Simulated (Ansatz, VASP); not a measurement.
Ru in VASP and in Ansatz

```xyz
2
Lattice="2.5905 0.0000 0.0000 -1.2953 2.2435 0.0000 0.0000 0.0000 4.4376" Properties=species:S:1:pos:R:3 pbc="T T T"
Ru    0.0000    1.4956    1.1094
Ru    1.2953    0.7478    3.3282
```

Alike in both runs: task single point; functional PBEsol; k mesh 21 × 21 × 12; occupations gaussian, width 0.15 eV; no spin polarisation.

```csv
,VASP,Ansatz
version,VASP 6.6.1,Ansatz 0.2.0
potentials or method,"VASP PAW PBE potentials, release 64 (Ru_pv)","scalar-relativistic, plane waves, PAW"
plane-wave cutoff (eV),520,420
valence electrons in the cell,28,32
```

```tsv
	VASP	Ansatz	Ansatz less VASP
gap on the k mesh at the Fermi level (eV)	none	none	-
pressure (GPa)	13.9	14.0	+0.03
largest component of the traceless stress (GPa)	29.90	29.91	+0.016
```

A gap of «none» marks a metal or a gap that the smearing closes. The two sets of potentials don't hold the same shells in valence. Ansatz warned: «pseudo_functional_mismatch».

Caveats: the PAW data sets were made with another functional, which shifts forces and pressure a little (VASP).
